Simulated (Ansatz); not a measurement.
# ZnSe: the cost of one run

Program: Ansatz 0.2.0. Level of theory: DFT PBE, scalar-relativistic. These are calculated values, not measurements.

### 1 The starting structure

Symmetry: F-43m, No. 216, cubic system. The conventional cell has a = 5.668 Å, b = 5.668 Å, c = 5.668 Å, α = 90.00°, β = 90.00°, γ = 90.00°. Zn (site symmetry -43m) is surrounded by 4 Se at 2.45 Å. Se (site symmetry -43m) has 4 Zn at 2.45 Å as nearest neighbours.

Structure file:

```cif
data_structure
_symmetry_space_group_name_H-M 'P 1'
_symmetry_Int_Tables_number 1
_cell_length_a 4.0076
_cell_length_b 4.0076
_cell_length_c 4.0076
_cell_angle_alpha 60.000
_cell_angle_beta 60.000
_cell_angle_gamma 60.000
_cell_volume 45.51
loop_
_atom_site_label
_atom_site_type_symbol
_atom_site_fract_x
_atom_site_fract_y
_atom_site_fract_z
_atom_site_occupancy
Zn1 Zn 0.00000 0.00000 0.00000 1
Se1 Se 0.75000 0.75000 0.75000 1
```

Atoms are numbered in the order of the input: Zn1, Se2.

### 2 After the deformation

Space group F-43m before, I-4m2 after.

### 3 All-electron LAPW

Input file input.yaml:

```yaml
crystal:
  lattice:
    - [0.0, 2.8338, 2.862138]
    - [2.8338, 0.0, 2.862138]
    - [2.8338, 2.8338, 0.0]
  atoms:
    - { symbol: Zn, position: [0.0, 0.0, 0.0] }
    - { symbol: Se, position: [0.75, 0.75, 0.75] }
kpoints:
  mp_grid: { grid: [8, 8, 8] }
  band_path:
    path:
      - [0.0, 0.0, 0.0]
      - [0.5, 0.0, 0.5]
      - [0.75, 0.25, 0.5]
      - [0.5, 0.5, 0.5]
      - [0.0, 0.0, 0.0]
      - [0.5, 0.5, 0.0]
      - [0.6274629938, 0.6274629938, 0.2549259876]
      - [0.3725370062, 0.3725370062, 0.7450740124]
      - [0.0, 0.0, 0.0]
    npoints: 5
scf:
  occupations: { method: fermi_dirac, width: 0.03 }
hamiltonian:
  xc: pbe
  pseudopotentials: { kind: all_electron, lapw: { basis_error: 0.001 } }
output:
  forces: true
  stress: true
  eigenvalues: true
```

Launch:

```sh
ansatz run input.yaml --threads 1 --pin off --max-ram 3072MiB --backend cpu --events-out ev --progress --plain --runs-dir out
```

Q: Estimate wall time and peak memory on 1 thread of Arm Neoverse V2, shared host.

About 33 s, with a peak of 0.36 GiB.
